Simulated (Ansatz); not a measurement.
System: Ba (fcc type), 1 atom in the cell.

```
CELL_PARAMETERS angstrom
0.00000 3.17480 3.17480
3.17480 0.00000 3.17480
3.17480 3.17480 0.00000
ATOMIC_POSITIONS crystal
Ba 0.00000 0.00000 0.00000
```

Code and potentials: Ansatz PAW hard set, 700 eV. Settings of the plain PBE run: k-mesh 4×4×4 Γ-centred; Fermi–Dirac smearing of 0.15 eV; no spin polarisation; no spin–orbit coupling.

Plain PBE gives:

```
Pressure : 0.23 GPa
```

Question: What changes under PBE with spin–orbit coupling?

Answer: The pressure stays at 0.23 GPa.

The stress includes the program's correction for the finite plane-wave basis.

The k-mesh is coarse, so these values belong to this mesh and can lie far from the converged ones. This cubic structure is a model: it isn't the usual form of the substance at ambient conditions, and such phases are metastable or hypothetical.
